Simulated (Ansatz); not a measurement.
A plane-wave DFT run in Ansatz 0.2.0 (scalar-relativistic PAW potentials unless the input names others): input and command.

```yaml
crystal:
  lattice:
    - [-2.5539396017, 0.0, 0.0]
    - [1.2769698009, -2.2117765748, 0.0]
    - [0.0, 0.0, 14.180565]
  atoms:
    - { symbol: B, position: [0.3333333333, 0.6666666667, 0.2048136668] }
    - { symbol: B, position: [0.3333333333, 0.6666666667, 0.5028874742] }
    - { symbol: B, position: [0.3333333333, 0.6666666667, 0.8009612815] }
    - { symbol: B, position: [0.6666666667, 0.3333333333, 0.0557767631] }
    - { symbol: B, position: [0.6666666667, 0.3333333333, 0.3538505705] }
    - { symbol: B, position: [0.6666666667, 0.3333333333, 0.6519243778] }
    - { symbol: "N", position: [0.3333333333, 0.6666666667, 0.0932005258] }
    - { symbol: "N", position: [0.3333333333, 0.6666666667, 0.3912743331] }
    - { symbol: "N", position: [0.3333333333, 0.6666666667, 0.6893481405] }
    - { symbol: "N", position: [0.6666666667, 0.3333333333, 0.8383850442] }
    - { symbol: "N", position: [0.6666666667, 0.3333333333, 0.2422374295] }
    - { symbol: "N", position: [0.6666666667, 0.3333333333, 0.5403112368] }
  symmetry: { detect: false }
basis:
  ecutwfc: 420
kpoints:
  mp_grid: { grid: [10, 10, 2] }
hamiltonian:
  xc: lda
scf:
  occupations: { method: gaussian, width: 0.05 }
output:
  forces: true
  eigenvalues: true
  stress: true
accuracy: low
```

```bash
ansatz run input.yaml --threads 2 --pin off --max-ram 5120MiB --backend cpu --events-out ev --progress --plain --runs-dir out
```

Abridged log:
```
Basis set: ecut = 420 eV, 1589 PW (Γ)
Bands: 36, of which v1, the nominal top of the filled ones, is band 24 counted from 1 (23 counted from 0)
Symmetry: 1 space group operations
k-points: 104 of 200 (time reversal used)
SCF iter   1: F=—  HF=-3154.801937 eV  |F-HF|=—  |Δ(HF+E_count)|=         —  Δρ=5.63e-2  dr2=1.08e1  ethr=1.77e-3  ⟨swp⟩=6.1  Hψ=17115  notcnv=0  defer=320
SCF iter   2: F=—  HF=-3154.467899 eV  |F-HF|=—  |Δ(HF+E_count)|=   3.34e-1  Δρ=1.39e-2  dr2=1.19e0  ethr=1.77e-3  ⟨swp⟩=1.9  Hψ=4855  notcnv=0  defer=531
SCF iter   3: F=—  HF=-3154.426602 eV  |F-HF|=—  |Δ(HF+E_count)|=   4.13e-2  Δρ=6.83e-3  dr2=2.31e-1  ethr=1.77e-3  ⟨swp⟩=1.0  Hψ=3089  notcnv=0  defer=531
SCF iter   4: F=—  HF=-3154.403593 eV  |F-HF|=—  |Δ(HF+E_count)|=   2.30e-2  Δρ=3.96e-3  dr2=4.76e-2  ethr=4.80e-4  ⟨swp⟩=2.2  Hψ=3819  notcnv=0  defer=653
SCF iter   5: F=—  HF=-3154.401307 eV  |F-HF|=—  |Δ(HF+E_count)|=   2.29e-3  Δρ=1.66e-3  dr2=2.27e-2  ethr=9.92e-5  ⟨swp⟩=1.4  Hψ=4214  notcnv=0  defer=212
automatic band count: iteration 5 solves 32 bands in place of 36: the levels show a gap, and the empty bands left out lie too high to hold charge; the band table lists the bands solved (type scf.n_extra_bands for more)
SCF iter   6: F=—  HF=-3154.399204 eV  |F-HF|=—  |Δ(HF+E_count)|=   2.10e-3  Δρ=6.77e-4  dr2=1.18e-2  ethr=4.72e-5  ⟨swp⟩=1.0  Hψ=3056  notcnv=0  defer=129
automatic band count: iteration 6 solves 31 bands in place of 32: the levels show a gap, and the empty bands left out lie too high to hold charge; the band table lists the bands solved (type scf.n_extra_bands for more)
SCF iter   7: F=—  HF=-3154.397725 eV  |F-HF|=—  |Δ(HF+E_count)|=   1.48e-3  Δρ=5.67e-4  dr2=4.96e-3  ethr=2.46e-5  ⟨swp⟩=1.2  Hψ=3156  notcnv=0  defer=129
SCF iter   8: F=—  HF=-3154.397050 eV  |F-HF|=—  |Δ(HF+E_count)|=   6.74e-4  Δρ=4.63e-4  dr2=1.18e-3  ethr=1.03e-5  ⟨swp⟩=2.0  Hψ=4015  notcnv=0  defer=129
SCF iter   9: F=—  HF=-3154.396922 eV  |F-HF|=—  |Δ(HF+E_count)|=   1.28e-4  Δρ=2.32e-4  dr2=2.42e-4  ethr=2.46e-6  ⟨swp⟩=1.4  Hψ=3130  notcnv=0  defer=127
SCF iter  10: F=—  HF=-3154.396893 eV  |F-HF|=—  |Δ(HF+E_count)|=   2.97e-5  Δρ=6.64e-5  dr2=2.12e-5  ethr=5.04e-7  ⟨swp⟩=1.9  Hψ=3670  notcnv=0  defer=127
SCF iter  11: F=—  HF=-3154.396891 eV  |F-HF|=—  |Δ(HF+E_count)|=   1.35e-6  Δρ=3.30e-5  dr2=7.59e-6  ethr=4.41e-8  ⟨swp⟩=2.4  Hψ=4564  notcnv=0  defer=67
automatic band count: iteration 11 solves 30 bands in place of 31: the levels show a gap, and the empty bands left out lie too high to hold charge; the band table lists the bands solved (type scf.n_extra_bands for more)
SCF iter  12: F=—  HF=-3154.396890 eV  |F-HF|=—  |Δ(HF+E_count)|=   9.87e-7  Δρ=1.94e-5  dr2=3.39e-6  ethr=1.58e-8  ⟨swp⟩=2.1  Hψ=3397  notcnv=0  defer=67
SCF iter  13: F=—  HF=-3154.396890 eV  |F-HF|=—  |Δ(HF+E_count)|=   4.64e-7  Δρ=1.02e-5  dr2=7.69e-7  ethr=7.07e-9  ⟨swp⟩=2.0  Hψ=3350  notcnv=0  defer=67
SCF iter  14: F=—  HF=-3154.396890 eV  |F-HF|=—  |Δ(HF+E_count)|=   1.35e-7  Δρ=6.57e-6  dr2=3.02e-7  ethr=1.60e-9  ⟨swp⟩=2.1  Hψ=3905  notcnv=0  defer=67
SCF iter  15: F=-3154.396890 eV  HF=-3154.396890 eV  |F-HF|=5.52e-8  |Δ(HF+E_count)|=   1.96e-8  Δρ=2.91e-6  dr2=5.90e-8  ethr=2.08e-10  ⟨swp⟩=9.1  Hψ=13104  notcnv=0
SCF 1 converged in 15 iterations: F = -3154.396890 eV  dr2 = 5.90e-8
SCF converged after 15 iterations
Free energy (F): -3154.396890 eV
Harris-Foulkes:  -3154.396890 eV  (|F-HF|=5.52e-8)
Internal energy: -3154.396496 eV  (E = F + TS)
E sigma→0 (E₀):  -3154.396693 eV
Entropy (-TS):   -0.000394 eV (-0.033 meV/atom)
Fermi energy:    10.914068 eV
--- Forces (eV/Å), atoms counted from 1 ---
  atom   1  B      0.00000000     0.00000000     0.90430343
  atom   2  B     -0.00000005     0.00000001     0.68494953
  atom   3  B     -0.00000012     0.00000006     3.68265934
  atom   4  B     -0.00000001    -0.00000001     0.86454819
  atom   5  B      0.00000000     0.00000001     0.67833845
  atom   6  B     -0.00000002    -0.00000001     0.88779821
  atom   7  N     -0.00000007     0.00000003    -2.57464132
  atom   8  N     -0.00000012     0.00000003    -0.67014618
  atom   9  N     -0.00000006     0.00000008    -1.12848294
  atom  10  N      0.00000019    -0.00000008    -1.94306637
  atom  11  N      0.00000008    -0.00000002    -0.69215083
  atom  12  N      0.00000019    -0.00000004    -0.69411445
--- Stress (GPa, compression-positive) ---
      -13.866585       0.000002       0.000000
        0.000002     -13.866582       0.000000
        0.000000       0.000000     -22.635967
  P = ⅓ Tr σ = -16.7897 GPa (-167.897 kbar)
```

Apart from outputs and empty bands, the input differs from a reference run on usual settings in accuracy: not typed → "low"; crystal.symmetry: not typed → {"detect": false}. The reference, at the same geometry (not necessarily relaxed), gave pressure -16.79 GPa, largest force 3.683 eV/Å, gap on the mesh 0.10 eV. This run converged in 15 SCF iterations (reference: 15) with an energy at zero smearing within 0.01 meV/atom of the reference's, pressure -16.79 GPa, largest force 3.683 eV/Å, gap on the mesh 0.10 eV. Its accuracy level is looser than usual, yet energy, pressure and forces hardly moved.

Time: 20 s on 2 threads of Arm Neoverse V1, with other jobs on the host, peak memory 0.45 GiB.